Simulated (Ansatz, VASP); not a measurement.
**Two plane-wave programs on AgI**

```
Ag I
1.0
     0.00000    3.28210    3.28210
     3.28210    0.00000    3.28210
     3.28210    3.28210    0.00000
Ag I
1 1
Direct
  0.00000 0.00000 0.00000
  0.75000 0.75000 0.75000
```

Alike in both runs: task relaxation of cell and atoms; functional PBE; dispersion D3(BJ); k mesh 8 × 8 × 8; occupations gaussian, width 0.02 eV; no spin polarisation.

```csv
,VASP,Ansatz
version,VASP 6.6.1,Ansatz 0.2.0
potentials or method,"VASP PAW PBE potentials, release 64 (Ag, I)","scalar-relativistic, plane waves, PAW"
plane-wave cutoff (eV),600,420
valence electrons in the cell,18,36
```

Ansatz gave:

| Quantity | Value |
| --- | --- |
| gap on the k mesh at the Fermi level, each at its own relaxed structure (eV) | 1.34 |
| relaxed volume (Å³/atom) | 34.33 |
| relaxed cell length with the largest relative difference (Å) | 4.596 |
| energy change over the relaxation (meV/atom) | -3 |

Problem. Estimate VASP's values.

Solution. gap on the k mesh at the Fermi level, each at its own relaxed structure (eV): 1.34; relaxed volume (Å³/atom): 34.26; relaxed cell length with the largest relative difference (Å): 4.593; energy change over the relaxation (meV/atom): -3.

The two sets of potentials don't hold the same shells in valence.

Caveats: spin-orbit coupling is left out, which moves the levels of the heavy elements. A hybrid or GW would open this gap; PBE tends to underestimate it.
